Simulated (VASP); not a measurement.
# BaS (Fm-3m) in VASP: notebook

BaS is run at these levels: revPBE, PBEsol; tasks: single point, relaxation of cell and atoms.

All numbers are computed with VASP 6.6.1; they aren't measurements. Logs are shortened: lines on timing, memory, paths and dates and some standing lists are left out, and cuts for length are marked.

**What was measured.**

From a printed reference work, monograph, original work of 1988, for a bulk crystal of BaS at 2 K: band gap 3.806 eV (indirect).

The results are compared with them further down.

### 1 The cell of the first run

It takes space group Fm-3m (No. 225, cubic). The conventional cell has a = 6.491 Å, b = 6.491 Å, c = 6.491 Å, α = 90.00°, β = 90.00°, γ = 90.00°. Within 4.3 Å of Ba (site symmetry m-3m) lie 6 S at 3.25 Å. S (site symmetry m-3m) has 6 Ba at 3.25 Å within 4.3 Å.

### 2 Single point, revPBE

The input, INCAR:

```
SYSTEM = BaS
ALGO = Normal ; EDIFF = 1E-6
ENCUT = 520 ; GGA = RE
ISIF = 2 ; ISMEAR = -1
LASPH = .True. ; LCHARG = .False.
LREAL = .False. ; LWAVE = .False.
NBANDS = 15 ; NELM = 80
PREC = Accurate ; SIGMA = 0.05
```

The input, KPOINTS:

```
k-points
0
Gamma
  7 7 7
  0 0 0
```

The input, POSCAR:

```
BaS
1.0
    0.0000000000      3.2454699036      3.2454699036
    3.2454699036      0.0000000000      3.2454699036
    3.2454699036      3.2454699036      0.0000000000
Ba S
1 1
Direct
    0.0000000000      0.0000000000      0.0000000000
    0.5000000000      0.5000000000      0.5000000000
```

Potentials or basis: VASP PAW PBE potentials, release 64 (Ba_sv, S).

The run is started by

```console
$ cat potpaw_PBE.64/Ba_sv/POTCAR potpaw_PBE.64/S/POTCAR > POTCAR
$ mpirun -np 1 vasp_std > vasp.out
```

OUTCAR:

```text
SYSTEM = BaS
   EDIFF = 1E-6
   ENCUT = 520
   GGA = RE
   ISIF = 2
   ISMEAR = -1
   LASPH = .True.
   LREAL = .False.
   NELM = 80
   PREC = Accurate

 ion  position               nearest neighbor table
   1  0.000  0.000  0.000-   2 3.25   2 3.25   2 3.25   2 3.25   2 3.25   2 3.25
   2  0.500  0.500  0.500-   1 3.25   1 3.25   1 3.25   1 3.25   1 3.25   1 3.25

  LATTYP: Found a face centered cubic cell.
 ALAT       =     6.4909398072

  Lattice vectors:

 A1 = (   0.0000000000,   3.2454699036,   3.2454699036)
 A2 = (   3.2454699036,   0.0000000000,   3.2454699036)
 A3 = (   3.2454699036,   3.2454699036,   0.0000000000)

Analysis of symmetry for initial positions (statically):
=====================================================================
 Subroutine PRICEL returns:
 Original cell was already a primitive cell.

 Routine SETGRP: Setting up the symmetry group for a
 face centered cubic supercell.

 Subroutine GETGRP returns: Found 48 space group operations
 (whereof 48 operations were pure point group operations)
 out of a pool of 48 trial point group operations.

The static configuration has the point symmetry O_h .

Analysis of symmetry for dynamics (positions and initial velocities):
=====================================================================
 Subroutine PRICEL returns:
 Original cell was already a primitive cell.

 Routine SETGRP: Setting up the symmetry group for a
 face centered cubic supercell.

 Subroutine GETGRP returns: Found 48 space group operations
 (whereof 48 operations were pure point group operations)
 out of a pool of 48 trial point group operations.

The dynamic configuration has the point symmetry O_h .

 Subroutine INISYM returns: Found 48 space group operations
 (whereof 48 operations are pure point group operations),
 and found     1 'primitive' translations

----------------------------------------------------------------------------------------

                                     Primitive cell

  volume of cell :      68.3696

  direct lattice vectors                    reciprocal lattice vectors
     0.000000000  3.245469904  3.245469904    -0.154060896  0.154060896  0.154060896
     3.245469904  0.000000000  3.245469904     0.154060896 -0.154060896  0.154060896
     3.245469904  3.245469904  0.000000000     0.154060896  0.154060896 -0.154060896

  length of vectors
     4.589787554  4.589787554  4.589787554     0.266841299  0.266841299  0.266841299

  position of ions in fractional coordinates (direct lattice)
     0.000000000  0.000000000  0.000000000
     0.500000000  0.500000000  0.500000000

  ion indices of the primitive-cell ions
   primitive index   ion index
                 1           1
                 2           2

----------------------------------------------------------------------------------------

 KPOINTS: k-points

Automatic generation of k-mesh.
 Grid dimensions read from file:
 generate k-points for:    7    7    7

 Generating k-lattice:

  Cartesian coordinates                     Fractional coordinates (reciprocal lattice)
    -0.022008699  0.022008699  0.022008699     0.142857143  0.000000000  0.000000000
     0.022008699 -0.022008699  0.022008699     0.000000000  0.142857143  0.000000000
     0.022008699  0.022008699 -0.022008699     0.000000000  0.000000000  0.142857143

  Length of vectors
     0.038120186  0.038120186  0.038120186

  Shift w.r.t. Gamma in fractional coordinates (k-lattice)
     0.000000000  0.000000000  0.000000000

 Subroutine IBZKPT returns following result:
 ===========================================

 Found     20 irreducible k-points:

 Following reciprocal coordinates:
            Coordinates               Weight
  0.000000  0.000000  0.000000      1.000000
  0.142857  0.000000  0.000000      8.000000
  0.285714  0.000000  0.000000      8.000000
  0.428571  0.000000  0.000000      8.000000
  0.142857  0.142857  0.000000      6.000000
  0.285714  0.142857  0.000000     24.000000
[... 12 lines left out ...]
 -0.428571  0.428571  0.142857     24.000000
 -0.285714  0.428571  0.142857     24.000000
   k-points           NKPTS =     20   k-points in BZ     NKDIM =     20   number of bands    NBANDS=     15
   number of dos      NEDOS =    301   number of ions     NIONS =      2
   total plane-waves  NPLWV =  46656
   dimension x,y,z NGX =    36 NGY =   36 NGZ =   36
   dimension x,y,z NGXF=    72 NGYF=   72 NGZF=   72
   ions per type =               1   1
   NGX,Y,Z   is equivalent  to a cutoff of  13.04, 13.04, 13.04 a.u.
   NGXF,Y,Z  is equivalent  to a cutoff of  26.08, 26.08, 26.08 a.u.
 SYSTEM =  BaS
   PREC   = accura    normal or accurate (medium, high low for compatibility)
   ISTART =      0    job   : 0-new  1-cont  2-samecut
   ICHARG =      2    charge: 1-file 2-atom 10-const
   ISPIN  =      1    spin polarized calculation?
   LNONCOLLINEAR =      F non collinear calculations
   LSORBIT =      F    spin-orbit coupling
   LASPH  =      T    aspherical Exc in radial PAW
   ENCUT  =  520.0 eV  38.22 Ry    6.18 a.u.   8.53  8.53  8.53*2*pi/ulx,y,z
   NELM   =     80;   NELMIN=  2; NELMDL= -5     # of ELM steps
   EDIFF  = 0.1E-05   stopping-criterion for ELM
   LREAL  =      F    real-space projection
   EDIFFG = 0.1E-04   stopping-criterion for IOM
   NSW    =      0    number of steps for IOM
   IBRION =     -1    ionic relax: 0-MD 1-quasi-New 2-CG
   NFREE  =      0    steps in history (QN), initial steepest desc. (CG)
   ISIF   =      2    stress and relaxation
   ISYM   =      2    0-nonsym 1-usesym 2-fastsym
   POTIM  = 0.5000    time-step for ionic-motion
   TEBEG  =    0.0;   TEEND  =   0.0 temperature during run
   PSTRESS=    0.0 pullay stress
   NELECT =      16.0000    total number of electrons
   NUPDOWN=      -1.0000    fix difference up-down
   EMIN   =  10.00;   EMAX   =-10.00  energy-range for DOS
   EFERMI =   0.00;   METHOD = LEGACY
   ISMEAR =    -1;   SIGMA  =   0.05  broadening in eV -4-tet -1-fermi 0-gaus
   EFERMI_NEDOS =   21; number of points for ismear=-14 and -15
   IALGO  =     38    algorithm
   IMIX   =      4    mixing-type and parameters
     AMIX     =   0.40;   BMIX     =  1.00
     AMIX_MAG =   1.60;   BMIX_MAG =  1.00
  volume/ion in A,a.u.               =      34.18       230.69
  Fermi-wavevector in a.u.,A,eV,Ry     =   1.008851  1.906453 13.847756  1.017781
  Thomas-Fermi vector in A             =   2.141744
   LORBIT       =      0    0 simple, 1 ext, 2 COOP (PROOUT), +10 PAW based schemes
   GGA     = RE    functional components
   LHFCALC =     F    Hartree Fock is set to
   AEXX    =    0.0000 exact exchange contribution
   IVDW    =     0    specifies the selected vdW correction
   LEPSILON=     F    determine dielectric tensor
   LRPA    =     F    only Hartree local field effects (RPA)
 non-spin polarized calculation
  energy-cutoff  :      520.00
  volume of cell :       68.37
 maximum number of plane-waves:      1868
 NGX is ok and might be reduce to    36
   NGX = 17   NGY = 17   NGZ = 17

 number of electron      16.0000000 magnetization

 Free energy of the ion-electron system (eV)
  ---------------------------------------------------
  ext. energy  EPLUGINS =         0.00000000
  ---------------------------------------------------
  free energy    TOTEN  =        -9.70659090 eV

  energy without entropy =       -9.70659090  energy(sigma->0) =       -9.70659090

 E-fermi :   2.4112     XC(G=0):  -8.2614

 val. band max:        1.2998067802   @ k =   0.0000   0.0000   0.0000
 cond. band min:       3.6476249600   @ k =   0.4286   0.4286   0.0000
 fundamental gap:      2.3478181798
 Fermi energy:         2.4111813804

 k-point     1 :       0.0000    0.0000    0.0000
  band No.  band energies     occupation
      1     -24.9663      2.00000
      2     -10.0356      2.00000
      3     -10.0356      2.00000
      4     -10.0356      2.00000
      5      -8.9750      2.00000
      6       1.2998      2.00000
      7       1.2998      2.00000
      8       1.2998      2.00000
      9       4.8427      0.00000
     10       5.2322      0.00000
     11       5.2322      0.00000
     12       5.2322      0.00000
     13       6.0612      0.00000
     14       6.0612      0.00000
     15      10.1441      0.00000

 k-point     2 :       0.1429    0.0000    0.0000
  band No.  band energies     occupation
      1     -24.9599      2.00000
      2     -10.2967      2.00000
      3     -10.0418      2.00000
      4     -10.0418      2.00000
      5      -8.6962      2.00000
      6       0.8314      2.00000
      7       1.0624      2.00000
      8       1.0624      2.00000
      9       5.2325      0.00000
     10       5.5159      0.00000
     11       5.5159      0.00000
     12       5.5745      0.00000
     13       6.5989      0.00000
     14       6.5989      0.00000
     15      10.8808      0.00000

 k-point     3 :       0.2857    0.0000    0.0000
  band No.  band energies     occupation
      1     -24.9455      2.00000
      2     -10.6827      2.00000
      3     -10.0556      2.00000
      4     -10.0556      2.00000
      5      -8.2682      2.00000
      6       0.0614      2.00000
      7       0.6317      2.00000
      8       0.6317      2.00000
      9       5.5814      0.00000
     10       6.2928      0.00000
     11       6.2928      0.00000
     12       6.8591      0.00000
     13       7.8993      0.00000
     14       7.8993      0.00000
     15      11.6602      0.00000
[... 271 lines left out ...]
 k-point    19 :      -0.4286    0.4286    0.1429
  band No.  band energies     occupation
      1     -24.9235      2.00000
      2     -10.5009      2.00000
      3     -10.2459      2.00000
      4     -10.2284      2.00000
      5      -8.5679      2.00000
      6       0.4801      2.00000
      7       0.6879      2.00000
      8       0.9522      2.00000
      9       4.4128      0.00000
     10       7.0229      0.00000
     11       7.3466      0.00000
     12       8.1874      0.00000
     13       8.4293      0.00000
     14       9.1499      0.00000
     15      10.5071      0.00000

 k-point    20 :      -0.2857    0.4286    0.1429
  band No.  band energies     occupation
      1     -24.9224      2.00000
      2     -10.5226      2.00000
      3     -10.3276      2.00000
      4     -10.2071      2.00000
      5      -8.4436      2.00000
      6       0.2445      2.00000
      7       0.7280      2.00000
      8       0.7719      2.00000
      9       5.2947      0.00000
     10       6.1524      0.00000
     11       7.5000      0.00000
     12       8.1956      0.00000
     13       8.3277      0.00000
     14      10.1463      0.00000
     15      11.2552      0.00000

------------------------ aborting loop because EDIFF is reached ----------------------------------------

  FORCE on cell =-STRESS in cart. coord.  units (eV):
  Direction    XX          YY          ZZ          XY          YZ          ZX
  --------------------------------------------------------------------------------------
  -------------------------------------------------------------------------------------
  Total        0.1959546      0.1959546      0.1959546      0.0000000     -0.0000000      0.0000000
  in kB        4.5920152      4.5920152      4.5920152      0.0000000     -0.0000000      0.0000000
  external PRESSURE =       4.5920152 kB  Pullay stress =       0.0000000 kB

 VOLUME and BASIS-vectors are now :
 -----------------------------------------------------------------------------
  energy-cutoff  :      520.00
  volume of cell :       68.37
      direct lattice vectors                 reciprocal lattice vectors
     0.000000000  3.245469904  3.245469904    -0.154060896  0.154060896  0.154060896
     3.245469904  0.000000000  3.245469904     0.154060896 -0.154060896  0.154060896
     3.245469904  3.245469904  0.000000000     0.154060896  0.154060896 -0.154060896

 POSITION                                       TOTAL-FORCE (eV/Angst)
 -----------------------------------------------------------------------------------
      0.00000      0.00000      0.00000         0.000000      0.000000      0.000000
      3.24547      3.24547      3.24547        -0.000000     -0.000000     -0.000000
 -----------------------------------------------------------------------------------
    total drift:                                0.000000      0.000000      0.000000

  FREE ENERGIE OF THE ION-ELECTRON SYSTEM (eV)
  ---------------------------------------------------
  free  energy   TOTEN  =        -9.7065908967 eV

  energy  without entropy=       -9.7065908967  energy(sigma->0) =       -9.70659090
```

It took 24 s on 1 thread of Intel Xeon 8259CL, shared host; peak memory 0.21 GiB.

Results:

```
Free energy            : -9.7066 eV
Pressure               : 0.5 GPa
Band gap on the k mesh : 2.35 eV (least direct gap 2.51 eV)
```

Caveat: the PAW data sets were made with another functional, which shifts forces and pressure a little; spin-orbit coupling is left out, which moves the levels of the heavy elements; an odd mesh through Γ misses points on the zone boundary, where band edges can lie.

### 3 Relaxation of cell and atoms, PBEsol

This run uses another cell than the first one, of 32.58 Å³/atom.

The input, INCAR:

```
ALGO = Normal ; EDIFF = 1E-6
EDIFFG = -0.02 ; ENCUT = 600
GGA = PS ; IBRION = 2
ISIF = 3 ; ISMEAR = -1
LASPH = True ; LCHARG = False
LREAL = False ; LWAVE = False
NELM = 100 ; NSW = 80
PREC = Accurate ; SIGMA = 0.05
```

The input, KPOINTS:

```
k-points
0
Gamma
  7 7 7
```

The input, POSCAR:

```
BaS
1.0
    0.0000000000      3.1937500000      3.1937500000
    3.1937500000      0.0000000000      3.1937500000
    3.1937500000      3.1937500000      0.0000000000
Ba S
1 1
Direct
    0.0000000000      0.0000000000      0.0000000000
    0.5000000000      0.5000000000      0.5000000000
```

Potentials or basis: VASP PAW PBE potentials, release 64 (Ba_sv, S).

The run is started by

```console
$ cat potpaw_PBE.64/Ba_sv/POTCAR potpaw_PBE.64/S/POTCAR > POTCAR
$ mpirun -np 1 vasp_std > vasp.out
```

Wall time 59 s (1 thread of Intel Xeon 8259CL, shared host); peak memory 0.21 GiB.

The run converged. Its results:

| Quantity | Value |
| --- | --- |
| Free energy | -10.7194 eV |
| Relaxed volume | 32.20 Å³/atom |
| Relaxed cell | a = 4.499 Å, b = 4.499 Å, c = 4.499 Å, α = 60.00°, β = 60.00°, γ = 60.00° |
| Space group after relaxing (to 0.1 Å) | Fm-3m (No. 225) |
| Energy gained by relaxing | 0.6 meV/atom |
| Ionic steps | 3 |
| Pressure after relaxing | 0.0 GPa |
| Band gap on the k mesh | 2.02 eV (least direct gap 2.17 eV) |

Step by step:
| step | energy change (eV) | largest force (eV/Å) | pressure (GPa) | volume (Å³) |
| --- | --- | --- | --- | --- |
| 1 | 0.0000 | 0.0000 | -0.52 | 65.15 |
| 2 | -0.0011 | 0.0000 | 0.18 | 64.16 |
| 3 | -0.0012 | 0.0000 | 0.00 | 64.40 |

Final structure:
```
CELL_PARAMETERS angstrom
0.00000 3.18144 3.18144
3.18144 0.00000 3.18144
3.18144 3.18144 0.00000
ATOMIC_POSITIONS crystal
Ba 0.00000 0.00000 0.00000
S 0.50000 0.50000 0.50000
```

Levels at points of the mesh, in eV from the valence-band top:
```tsv
k point	band 6	band 7	band 8	band 9	band 10	band 11
(0.00, 0.00, 0.00)	0.00	0.00	0.00	3.46	3.78	3.78
```

Caveat: the PAW data sets were made with another functional, which shifts forces and pressure a little; spin-orbit coupling is left out, which moves the levels of the heavy elements; an odd mesh through Γ misses points on the zone boundary, where band edges can lie.

### 4 Comparison with measurements

Step 2. A measured gap of BaS is 3.806 eV (indirect; 2 K; a printed reference work, monograph, original work of 1988); the calculated 2.35 eV misses it by -1.46 eV. Spin-orbit coupling on Ba is left out. The value is that of revPBE on a finite k mesh, which can miss the band edges, without temperature or zero-point motion. Semilocal functionals fall short of measured gaps as a rule.
